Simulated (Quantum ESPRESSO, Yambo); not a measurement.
An input for Yambo 5.3.0 (AlAs (F-43m)):

```
optics
bss
bse
em1s
dipoles
rim_cut
RandQpts= 1000000
RandGvec= 1 RL
Chimod= "HARTREE"
BSKmod= "SEX"
BSEmod= "resonant"
BSSmod= "d"
BSENGexx= 30 Ry
BSENGBlk= 6 Ry
% BSEQptR
 1 | 1 |
%
% BSEBands
 11 | 17 |
%
% BEnRange
 0 | 8 | eV
%
% BDmRange
 0.1 | 0.1 | eV
%
BEnSteps= 161
% BLongDir
 1 | 0 | 0 |
%
% BndsRnXs
 1 | 100 |
%
NGsBlkXs= 6 Ry
% LongDrXs
 1 | 1 | 1 |
%
% KfnQP_E
 0.792 | 1.0 | 1.0 |
%
WRbsWF
```

```sh
OMP_NUM_THREADS=1 mpirun -n 4 yambo -F bse3.in -J bse3 -C bse3 > bse3.log
```

The stored states that it reads are on a 4×4×4 mesh. Symmetry: F-43m, No. 216, cubic system. Conventional cell: a = 5.661 Å, b = 5.661 Å, c = 5.661 Å, α = 90.00°, β = 90.00°, γ = 90.00°. Nearest to Al lie 4 As at 2.45 Å. Nearest to As lie 4 Al at 2.45 Å. Farther neighbours are not listed.

Question: How long will it take on 4 MPI ranks of Arm Neoverse V2, shared host, and how much memory?

It took 30 s; on shared hardware allow 15 s to 59 s. Peak host memory was 1.5 GiB.

The kernel grows as the square of the matrix size, and full diagonalisation as its cube.

[Paths, hosts, dates, memory and timing lines, banners, echoed tables and standing remarks are left out of the program output.]

[Logs are printed without paths, hosts, clocks, repeated set-up lines and the standing remarks that a program may print on its own settings, such as how far it seeks lower states.]

[Runs of the session that timed out or met a known fault of the program may be left out.]

[Hosts, paths, dates, database ids (printed as entryN), source tags and the programs' standing remarks are cut or masked in the printed files.]
